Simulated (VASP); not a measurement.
Crystal: ZnS.

```
CELL_PARAMETERS angstrom
0.00000 2.68033 2.68033
2.68033 0.00000 2.68033
2.68033 2.68033 0.00000
ATOMIC_POSITIONS crystal
Zn 0.25000 0.25000 0.25000
S 0.00000 0.00000 0.00000
```

Base run:

```yaml
Program: VASP 6.6.1
Functional: HSE06
Potentials_or_basis: VASP PAW PBE potentials, release 64 (Zn, S)
Cutoff: 520 eV
k_mesh: 6 × 6 × 6
Occupations: gaussian, width 0.03 eV
Spin: no spin polarisation
```

Its results: band gap on the k mesh 3.46 eV, direct; pressure 2.9 GPa.

**Question.** The run is repeated on the same cell with these changes: functional from HSE06 to PBE0. What comes out?

**Answer.** Band gap on the k mesh 4.12 eV, direct; pressure 2.7 GPa.

Caveats: the PAW data sets were made with another functional, which shifts forces and pressure a little.
